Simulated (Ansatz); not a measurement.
# InAs (rock salt): the cost of one run

Method: DFT PBEsol, scalar-relativistic, plane waves, PAW, in Ansatz 0.2.0.

### 1 The system as given

It takes space group Fm-3m (No. 225, cubic). The conventional cell has a = 5.743 Å, b = 5.743 Å, c = 5.743 Å, α = 90.00°, β = 90.00°, γ = 90.00°. Around In (site symmetry m-3m) lie 6 As at 2.87 Å. Around As (site symmetry m-3m) lie 6 In at 2.87 Å.

Coordinates:

```xyz
2
Lattice="0.0000 2.8713 2.8713 2.8713 0.0000 2.8713 2.8713 2.8713 0.0000" Properties=species:S:1:pos:R:3 pbc="T T T"
In    0.0000    0.0000    0.0000
As    2.8713    2.8713    2.8713
```

### 2 Volume × 1.05

Input file input.yaml:

```yaml
crystal:
  lattice:
    - [0.0, 2.871319708, 2.871319708]
    - [2.871319708, 0.0, 2.871319708]
    - [2.871319708, 2.871319708, 0.0]
  atoms:
    - { symbol: In, position: [0.0, 0.0, 0.0] }
    - { symbol: As, position: [0.5, 0.5, 0.5] }
scf:
  occupations: { method: gaussian, width: 0.1 }
output:
  forces: true
  stress: true
  eigenvalues: true
  write_density: true
  write_potential: true
  elf: true
  volumetric_format: npy
hamiltonian:
  xc: pbesol
basis:
  ecutwfc: 500
kpoints:
  mp_grid: { grid: [20, 20, 20] }
```

Started as:

```
$ ansatz run input.yaml --threads 1 --pin off --max-ram 2867MiB --backend cpu --events-out ev --progress --plain --runs-dir out
```

**Question.** How long does this run take on 1 thread of Intel Xeon at 2.30GHz, shared host, and how much memory does it need?

About 23 s, with a peak of 0.56 GiB.
